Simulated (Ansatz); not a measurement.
# CoO: the cost of one run

Program: Ansatz 0.2.0. Level of theory: DFT PBE, scalar-relativistic, plane waves, PAW. These are calculated values, not measurements.

3 further runs of the same task are left out: 3 set aside as unsound or not needed.

## Step 1: Starting point

The structure is monoclinic, space group Cm (No. 8). The conventional cell has a = 5.182 Å, b = 3.016 Å, c = 25.584 Å, α = 90.00°, β = 90.00°, γ = 90.00°. Around O (site symmetry m) lie 3 Co at 2.11 to 2.13 Å. Co (site symmetry m) is surrounded by 6 O at 2.11 to 2.13 Å. Around O (site symmetry m) lie 6 Co at 2.11 to 2.13 Å. Co (site symmetry m) is surrounded by 3 O at 2.11 to 2.13 Å.

As a file:

```xyz
8
Lattice="2.9981 0.0000 0.0000 1.4811 2.6067 0.0000 0.0000 0.0000 25.5843" Properties=species:S:1:pos:R:3 pbc="T T T"
O     2.9981    1.7448    8.5000
Co    1.5170    0.8828    9.7263
O     0.0359    0.0209   10.9527
Co    3.0340    1.7657   12.1790
O     1.5529    0.9037   13.4053
Co    0.0718    0.0418   14.6317
O     3.0699    1.7866   15.8580
Co    1.5888    0.9246   17.0843
```

## Step 2: Clean slab, lower half held

File input.yaml:

```yaml
crystal:
  lattice:
    - [2.998104617, 0.0, 0.0]
    - [1.4811032101, 2.6067152848, 0.0]
    - [0.0, 0.0, 25.5843314595]
  atoms:
    - { symbol: O, position: [0.6693381358, 0.6693381358, 0.332234595], spin: 0.35 }
    - { symbol: Co, position: [0.3386762717, 0.3386762717, 0.3801675678], spin: 2.73 }
    - { symbol: O, position: [0.0080144075, 0.0080144075, 0.4281005407], spin: 0.35 }
    - { symbol: Co, position: [0.6773525434, 0.6773525434, 0.4760335136], spin: 2.73 }
    - { symbol: O, position: [0.3466906792, 0.3466906792, 0.5239664864], spin: 0.35 }
    - { symbol: Co, position: [0.016028815, 0.016028815, 0.5718994593], spin: 2.73 }
    - { symbol: O, position: [0.6853669509, 0.6853669509, 0.6198324322], spin: 0.35 }
    - { symbol: Co, position: [0.3547050867, 0.3547050867, 0.667765405], spin: 2.73 }
basis:
  ecutwfc: 420
kpoints:
  mp_grid: { grid: [11, 11, 1] }
hamiltonian:
  xc: pbe
scf:
  occupations: { method: gaussian, width: 0.1 }
output:
  forces: true
  eigenvalues: true
  populations: true
  write_density: true
  write_potential: true
  elf: true
  volumetric_format: npy
magnetization:
  spin_polarized: true
relax:
  adjacent_minimum: "off"
  f_tol: 0.03
  max_steps: 70
  constraints: [{ sites: [0, 1, 2, 3] }]
efield:
  axis: 3
  dipole_correction: true
  ramp_width: 0.04
```

Started as:

```sh
$ ansatz run input.yaml --threads 2 --pin off --max-ram 5120MiB --backend cpu --events-out ev --progress --plain --runs-dir out
```

**Question.** How long does this run take on 2 threads of AMD EPYC 9R45 (Zen 5), shared host, and how much memory does it need?

About 8.9 min, with a peak of 1 GiB.
